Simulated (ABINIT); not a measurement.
# Ag (Fm-3m) in ABINIT: settings compared, part 2 of 2

ABINIT 10.8.3 (patched build).

## Step 3: Band structure, BLYP

Contents of run.abi:

```
# Datasets: ground state, then fixed potential
ndtset 2

# Pseudopotentials
pp_dirpath "./"
pseudos "Ag.GGA_PBE-JTH.xml"

# Structure
acell 2.8888847545 2.8888847545 2.8888847545 Angstrom
rprim
     0.0000000000     0.7071067812     0.7071067812
     0.7071067812     0.0000000000     0.7071067812
     0.7071067812     0.7071067812     0.0000000000
ntypat 1
znucl 47
natom 1
typat 1
xred
     0.0000000000     0.0000000000     0.0000000000

# Plane-wave basis
ecut 17.0
pawecutdg 34.0

# Exchange and correlation
ixc -106131

# Bands and occupations
occopt 3
tsmear 0.05 eV

# SCF cycle
nstep 100

# Output
iomode 3
prtwf 0
prteig 0
prtebands 0
prtden1 1

# Dataset 1
kptopt1 1
ngkpt1 11 11 11
nshiftk1 1
shiftk1 0.0 0.0 0.0
nband1 10
tolvrs1 1.0e-9

# Dataset 2: bands along G-X-W-K-G-L-U-W-L-K
iscf2 -2
getden2 1
nband2 14
nbdbuf2 2
tolwfr2 1.0e-12
kptopt2 -9
ndivsm2 5
prteig2 1
kptbounds2
     0.0000000000     0.0000000000     0.0000000000
     0.5000000000     0.0000000000     0.5000000000
     0.5000000000     0.2500000000     0.7500000000
     0.3750000000     0.3750000000     0.7500000000
     0.0000000000     0.0000000000     0.0000000000
     0.5000000000     0.5000000000     0.5000000000
     0.6250000000     0.2500000000     0.6250000000
     0.5000000000     0.2500000000     0.7500000000
     0.5000000000     0.5000000000     0.5000000000
     0.3750000000     0.3750000000     0.7500000000
```

Potentials or basis: JTH PAW PBE v2.0.

Command:

```
> abinit run.abi > log 2>&1
```

run.abo:

```text
.Version 10.8.3 of ABINIT
 DATASET    1 : space group Fm -3 m (#225); Bravais cF (face-center cubic)
================================================================================
 Values of the parameters that define the memory need for DATASET  1.
     intxc =       0    ionmov =       0      iscf =      17    lmnmax =      18
     lnmax =       6     mgfft =      24  mpssoang =       3    mqgrid =    3001
     natom =       1  nloc_mem =       2    nspden =       1   nspinor =       1
    nsppol =       1      nsym =      48    n1xccc =       1    ntypat =       1
    occopt =       3   xclevel =       2
       mpw =         391          nfft =       13824          nkpt =          56
 PAW method is used; the additional fine FFT grid is defined by:
   mgfftf=        30    nfftf =     27000
================================================================================
================================================================================

 DATASET    2 : space group Fm -3 m (#225); Bravais cF (face-center cubic)
================================================================================
 Values of the parameters that define the memory need for DATASET  2.
     intxc =       0    ionmov =       0      iscf =      -2    lmnmax =      18
     lnmax =       6     mgfft =      24  mpssoang =       3    mqgrid =    3001
     natom =       1  nloc_mem =       2    nspden =       1   nspinor =       1
    nsppol =       1      nsym =      48    n1xccc =       1    ntypat =       1
    occopt =       3   xclevel =       2
       mpw =         396          nfft =       13824          nkpt =          87
 PAW method is used; the additional fine FFT grid is defined by:
   mgfftf=        30    nfftf =     27000
================================================================================
================================================================================

--------------------------------------------------------------------------------
------------- Echo of variables that govern the present computation ------------
--------------------------------------------------------------------------------
 -outvars: echo values of preprocessed input variables --------
            acell      5.4592009953E+00  5.4592009953E+00  5.4592009953E+00 Bohr
              amu      1.07868200E+02
             ecut      1.70000000E+01 Hartree
           getden1          0
           getden2          1
             iscf1         17
             iscf2         -2
                       outvar_i_n : Printing only first  50 k-points.
              ixc     -106131
           jdtset        1    2
                       outvar_i_n : Printing only first  50 k-points.
           kptopt1          1
           kptopt2         -9
         kptrlatt       11    0    0      0   11    0      0    0   11
          kptrlen1     6.00512109E+01
          kptrlen2     3.00000000E+01
            natom           1
            nband1         10
            nband2         14
           nbdbuf1          0
           nbdbuf2          2
           ndtset           2
           ndivsm1          0
           ndivsm2          5
            ngfft          24      24      24
          ngfftdg          30      30      30
             nkpt1         56
             nkpt2         87
            nstep         100
             nsym          48
[... 260 lines left out ...]
  1.91E-13  1.46E-13  5.71E-13  8.89E-14  5.15E-14  5.01E-13  2.91E-13  5.10E-13
  2.16E-13  2.14E-13  8.63E-13  5.05E-13  2.53E-11  3.87E-13
 -1.2186E-01 -2.0894E-02 -1.9415E-02 -1.9415E-02  1.6790E-02  1.7896E-02
  7.8603E-01  8.9266E-01  8.9423E-01  8.9423E-01  1.0922E+00  1.1018E+00
[... 497 lines left out ...]
  3.1793E-01  4.8540E-01  6.7202E-01  7.8946E-01  1.1385E+00  1.1762E+00
  1.1854E+00  1.4114E+00
 Non-SCF case, kpt   86 (  0.38889  0.38889  0.72222), residuals and eigenvalues=
  5.43E-14  9.85E-13  4.12E-14  1.82E-13  3.03E-14  4.26E-13  6.91E-14  1.58E-13
  5.90E-13  2.45E-13  2.94E-13  8.82E-13  6.80E-13  2.08E-04
 -6.0146E-02 -4.1494E-02  7.7867E-04  2.1384E-02  4.2920E-02  3.2198E-01
  3.3036E-01  4.4293E-01  6.5053E-01  7.9113E-01  1.0993E+00  1.1975E+00
  1.2149E+00  1.4113E+00
 Non-SCF case, kpt   87 (  0.37500  0.37500  0.75000), residuals and eigenvalues=
  1.19E-13  2.56E-13  4.13E-13  1.89E-13  1.49E-13  2.71E-13  1.87E-13  6.14E-13
  4.76E-14  3.16E-13  7.91E-13  6.98E-13  3.14E-12  9.41E-05
 -6.3080E-02 -4.6972E-02  7.3975E-03  2.5983E-02  4.4441E-02  3.2027E-01
  3.5348E-01  4.2328E-01  6.3267E-01  7.9224E-01  1.0583E+00  1.2136E+00
  1.2450E+00  1.4215E+00

--- !ResultsGS
iteration_state: {dtset: 2, }
comment   : Summary of ground state results
lattice_vectors:
- [  0.0000000,   3.8602380,   3.8602380, ]
- [  3.8602380,   0.0000000,   3.8602380, ]
- [  3.8602380,   3.8602380,   0.0000000, ]
lattice_lengths: [   5.45920,    5.45920,    5.45920, ]
lattice_angles: [ 60.000,  60.000,  60.000, ] # degrees, (23, 13, 12)
lattice_volume:   1.1504619E+02
convergence: {deltae:  0.000E+00, res2:  0.000E+00, residm:  9.950E-13, diffor:  0.000E+00, }
etotal    :  -3.81276233E+01
entropy   :   0.00000000E+00
fermie    :   1.71725067E-01
cartesian_stress_tensor: null
pressure_GPa: null
xred      :
- [  0.0000E+00,   0.0000E+00,   0.0000E+00, Ag]
cartesian_forces: null
force_length_stats: {min: null, max: null, mean: null, }
...

 Integrated electronic density in atomic spheres:
 ------------------------------------------------
 Atom  Sphere_radius  Integrated_density
    1        2.51516          9.85120940

================================================================================

 ----iterations are completed or convergence reached----

 Mean square residual over all n,k,spin=   33.021E-14; max=  99.500E-14
 reduced coordinates (array xred) for    1 atoms
       0.000000000000      0.000000000000      0.000000000000

 cartesian coordinates (angstrom) at end:
    1      0.00000000000000     0.00000000000000     0.00000000000000
 length scales=  5.459200995315  5.459200995315  5.459200995315 bohr
              =  2.888884754500  2.888884754500  2.888884754500 angstroms
 Eigenvalues (hartree) for nkpt=  87  k points:
 kpt#   1, nband= 14, wtk=  1.00000, kpt=  0.0000  0.0000  0.0000 (reduced coord)
  -0.12383   -0.02014   -0.02014   -0.02014    0.01756    0.01756    0.78582    0.90089
   0.90089    0.90089    1.08086    1.10231    1.10231    1.10231
 kpt#   2, nband= 14, wtk=  1.00000, kpt=  0.0357  0.0000  0.0357 (reduced coord)
  -0.12186   -0.02089   -0.01941   -0.01941    0.01679    0.01790    0.78603    0.89266
   0.89423    0.89423    1.09221    1.10183    1.10183    1.10611
 kpt#   3, nband= 14, wtk=  1.00000, kpt=  0.0714  0.0000  0.0714 (reduced coord)
  -0.11600   -0.02312   -0.01727   -0.01727    0.01458    0.01889    0.78665    0.87334
   0.87529    0.87529    1.10319    1.10319    1.11141    1.11747
 kpt#   4, nband= 14, wtk=  1.00000, kpt=  0.1071  0.0000  0.1071 (reduced coord)
  -0.10653   -0.02665   -0.01374   -0.01374    0.01132    0.02050    0.78762    0.84696
   0.84696    0.85082    1.07779    1.11027    1.11027    1.13624
 kpt#   5, nband= 14, wtk=  1.00000, kpt=  0.1429  0.0000  0.1429 (reduced coord)
  -0.09405   -0.03127   -0.00890   -0.00890    0.00777    0.02265    0.78889    0.81280
   0.81280    0.82907    1.01096    1.12429    1.12429    1.16221
 kpt#   6, nband= 14, wtk=  1.00000, kpt=  0.1786  0.0000  0.1786 (reduced coord)
  -0.07991   -0.03668   -0.00287   -0.00287    0.00551    0.02524    0.77585    0.77585
[... 230 lines left out ...]
  -0.05722   -0.03169   -0.00027    0.00076    0.04404    0.24218    0.30075    0.58971
   0.72239    0.78415    1.11195    1.12039    1.24133    1.33258
 kpt#  84, nband= 14, wtk=  1.00000, kpt=  0.4167  0.4167  0.6667 (reduced coord)
  -0.05566   -0.03316   -0.00512    0.00726    0.04319    0.26993    0.30814    0.53605
   0.69628    0.78709    1.13900    1.14992    1.19737    1.40112
 kpt#  85, nband= 14, wtk=  1.00000, kpt=  0.4028  0.4028  0.6944 (reduced coord)
  -0.05724   -0.03628   -0.00456    0.01478    0.04268    0.29794    0.31793    0.48540
   0.67202    0.78946    1.13854    1.17615    1.18539    1.41141
 kpt#  86, nband= 14, wtk=  1.00000, kpt=  0.3889  0.3889  0.7222 (reduced coord)
  -0.06015   -0.04149    0.00078    0.02138    0.04292    0.32198    0.33036    0.44293
   0.65053    0.79113    1.09931    1.19753    1.21486    1.41128
 kpt#  87, nband= 14, wtk=  1.00000, kpt=  0.3750  0.3750  0.7500 (reduced coord)
  -0.06308   -0.04697    0.00740    0.02598    0.04444    0.32027    0.35348    0.42328
   0.63267    0.79224    1.05825    1.21361    1.24503    1.42147

== END DATASET(S) ==============================================================
================================================================================

 -outvars: echo values of variables after computation  --------
            acell      5.4592009953E+00  5.4592009953E+00  5.4592009953E+00 Bohr
           etotal1    -3.8127623335E+01
            fcart1    -0.0000000000E+00 -0.0000000000E+00 -0.0000000000E+00
            rprim      0.0000000000E+00  7.0710678120E-01  7.0710678120E-01
                       7.0710678120E-01  0.0000000000E+00  7.0710678120E-01
                       7.0710678120E-01  7.0710678120E-01  0.0000000000E+00
           strten1    -4.0655303233E-04 -4.0655303233E-04 -4.0655303233E-04
                       0.0000000000E+00  0.0000000000E+00  0.0000000000E+00
 Calculation completed.
```

Run time: 15 s. Hardware: 1 thread of Arm Neoverse V1, shared host; peak memory 0.11 GiB.

Results:

| Property | Result |
| --- | --- |
| Free energy | -1037.5055 eV |
| Pressure | 12.0 GPa |
| Band gap on the k mesh | none (metal or under the smearing width) |
| Valence electrons inside the program's atomic spheres | Ag 9.85 (radii [1.331] Å) |

Levels at the corners of the path, in eV from the Fermi level:
| point | band 1 | band 2 | band 3 | band 4 | band 5 | band 6 | band 7 | band 8 | band 9 | band 10 |
| --- | --- | --- | --- | --- | --- | --- | --- | --- | --- | --- |
| Γ | -8.04 | -5.22 | -5.22 | -5.22 | -4.20 | -4.20 | 16.71 | 19.84 | 19.84 | 19.84 |
| X | -6.80 | -6.69 | -3.43 | -3.18 | -3.18 | 1.39 | 6.35 | 10.47 | 10.47 | 17.10 |
| W | -6.05 | -5.46 | -5.46 | -4.18 | -3.18 | 5.70 | 5.70 | 6.54 | 8.07 | 23.16 |
| K | -6.39 | -5.95 | -4.47 | -3.97 | -3.46 | 4.04 | 4.95 | 6.85 | 12.54 | 16.89 |
| Γ | -8.04 | -5.22 | -5.22 | -5.22 | -4.20 | -4.20 | 16.71 | 19.84 | 19.84 | 19.84 |
| L | -6.77 | -5.24 | -5.24 | -3.39 | -3.39 | -0.56 | 3.18 | 15.85 | 17.75 | 17.75 |
| U | -6.39 | -5.95 | -4.47 | -3.97 | -3.46 | 4.04 | 4.95 | 6.85 | 12.54 | 16.89 |
| W | -6.05 | -5.46 | -5.46 | -4.18 | -3.18 | 5.70 | 5.70 | 6.54 | 8.07 | 23.16 |
| L | -6.77 | -5.24 | -5.24 | -3.39 | -3.39 | -0.56 | 3.18 | 15.85 | 17.75 | 17.75 |
| K | -6.39 | -5.95 | -4.47 | -3.97 | -3.46 | 4.04 | 4.95 | 6.85 | 12.54 | 16.89 |

Caveat: the PAW data sets were made with another functional, which shifts forces and pressure a little.

## Step 4: Band structure, rPW86PBE, spin-orbit coupling, no magnetisation

run.abi, as its differences from that of step 3:

```diff
@@ -1,5 +1,3 @@
-# Datasets: ground state, then fixed potential
 ndtset 2
 
-# Pseudopotentials
 pp_dirpath "./"
@@ -7,4 +5,3 @@
 
-# Structure
-acell 2.8888847545 2.8888847545 2.8888847545 Angstrom
+acell 5.4592009917 5.4592009917 5.4592009917
 rprim
@@ -20,10 +17,7 @@
 
-# Plane-wave basis
-ecut 17.0
+ecut 462.593566 eV
 pawecutdg 34.0
 
-# Exchange and correlation
-ixc -106131
+ixc -144130
 
-# Bands and occupations
 occopt 3
@@ -31,6 +25,8 @@
 
-# SCF cycle
+nspinor 2
+nspden 1
+pawspnorb 1
+
 nstep 100
 
-# Output
 iomode 3
@@ -39,6 +35,9 @@
 prtebands 0
+enunit 2
 prtden1 1
+prtvha1 1
+prtvclmb1 1
+prtpot1 1
 
-# Dataset 1
-kptopt1 1
+kptopt1 4
 ngkpt1 11 11 11
@@ -46,9 +45,8 @@
 shiftk1 0.0 0.0 0.0
-nband1 10
+nband1 20
 tolvrs1 1.0e-9
 
-# Dataset 2: bands along G-X-W-K-G-L-U-W-L-K
 iscf2 -2
 getden2 1
-nband2 14
+nband2 28
 nbdbuf2 2
@@ -56,4 +54,5 @@
 kptopt2 -9
-ndivsm2 5
+ndivsm2 6
 prteig2 1
+prtvol2 -3
 kptbounds2
```

Command:

```
> abinit run.abi > log 2>&1
```

Run time: 68 s. Hardware: 1 thread of Arm Neoverse V1, shared host; peak memory 0.12 GiB.

It converged, with:

- Free energy: -1039.4362 eV
- Pressure: 11.1 GPa
- Band gap on the k mesh: none (metal or under the smearing width)
- Valence electrons inside the program's atomic spheres: Ag 9.83 (radii [1.331] Å)

Levels at the corners of the path, in eV from the Fermi level:
```tsv
point	band 7	band 8	band 9	band 10	band 11	band 12	band 13	band 14
Γ	-4.92	-4.92	-4.04	-4.04	-4.04	-4.04	16.55	16.55
X	-3.22	-3.22	-2.89	-2.89	1.37	1.37	6.43	6.43
W	-4.05	-4.05	-3.08	-3.08	5.54	5.54	5.88	5.88
K	-3.88	-3.88	-3.33	-3.33	4.03	4.03	5.01	5.01
Γ	-4.92	-4.92	-4.04	-4.04	-4.04	-4.04	16.55	16.55
L	-3.40	-3.40	-3.18	-3.18	-0.62	-0.62	3.28	3.28
U	-3.88	-3.88	-3.33	-3.33	4.03	4.03	5.01	5.01
W	-4.05	-4.05	-3.08	-3.08	5.54	5.54	5.88	5.88
L	-3.40	-3.40	-3.18	-3.18	-0.62	-0.62	3.28	3.28
K	-3.88	-3.88	-3.33	-3.33	4.03	4.03	5.01	5.01
```

Caveat: the PAW data sets were made with another functional, which shifts forces and pressure a little.
